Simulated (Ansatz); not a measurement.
# CuCl (zincblende type): how the settings move a relaxation

Aim: see which settings change the result for CuCl (zincblende type), by how much, and at what cost.

Computed with Ansatz 0.2.0 (reference: DFT, PBE, PAW with Ansatz's default frozen-core files, scalar-relativistic, unless a step's input says otherwise).

1 further run of the same task is left out (it didn't finish).

## Step 1: The system as given

The structure is cubic, space group F-43m (No. 216). The conventional cell has a = 5.196 Å, b = 5.196 Å, c = 5.196 Å, α = 90.00°, β = 90.00°, γ = 90.00°. Cu (site symmetry -43m) is surrounded by 4 Cl at 2.25 Å. Cl (site symmetry -43m) has 4 Cu at 2.25 Å as nearest neighbours.

Structure file:

```
CELL_PARAMETERS angstrom
0.00000 2.59824 2.59824
2.59824 0.00000 2.59824
2.59824 2.59824 0.00000
ATOMIC_POSITIONS crystal
Cu 0.00000 0.00000 0.00000
Cl 0.25000 0.25000 0.25000
```

## Step 2: Baseline

File input.yaml:

```yaml
crystal:
  lattice:
    - [0.0, 2.5982368193, 2.5982368193]
    - [2.5982368193, 0.0, 2.5982368193]
    - [2.5982368193, 2.5982368193, 0.0]
  atoms:
    - { symbol: Cu, position: [0.0, 0.0, 0.0] }
    - { symbol: Cl, position: [0.25, 0.25, 0.25] }
kpoints:
  mp_grid: { grid: [12, 12, 12] }
scf:
  occupations: { method: fermi_dirac, width: 0.05 }
hamiltonian:
  xc: pbe
  pseudopotentials: { kind: paw }
output:
  forces: true
  stress: true
relax:
  f_tol: 0.005
  max_steps: 80
  cell: {}
```

Launch:

```sh
$ ansatz run input.yaml --threads 1 --pin off --max-ram 2048MiB --backend cpu --events-out ev --progress --plain --runs-dir out
```

## Step 3: Changing settings: hubbard.sites [{species: Cu, l: d, u_eff: 6.0}], hubbard.double_counting fll

Changes to input.yaml since step 2:

```diff
@@ -15,2 +15,3 @@
   pseudopotentials: { kind: paw }
+  hubbard: { sites: [{ species: Cu, l: d, u_eff: 6.0 }], double_counting: fll }
 output:
```

Q: Predict the outcome of this session. Wanted: for each run, ending; energy change; pressure; gap; force.

The runs gave:

```csv
run,ending,energy change,pressure (GPa),gap (eV),force (eV/Å),cycles,time
reference,converged,0,0.0,0.53,0.00,32,27 s
"1: hubbard.sites [{species: Cu, l: d, u_eff: 6.0}], hubbard.double_counting fll",converged,+100.1 meV/atom (U changed: no physical gain or loss),0.0,2.08,0.00,39,36 s
```

What this shows: Changing the Hubbard U moves the energy by +100.1 meV/atom, and the gap on the mesh goes from 0.53 to 2.08 eV and the final volume goes from 39.90 to 41.44 Å³. The U term adds an energy of its own, so the shift says nothing about which run is better. U shifts the shell's levels, filled ones down and empty ones up, which widens the gap here. Cost: 39 SCF cycles against 32. A changed U is a change of model: its shifts are not errors of convergence.
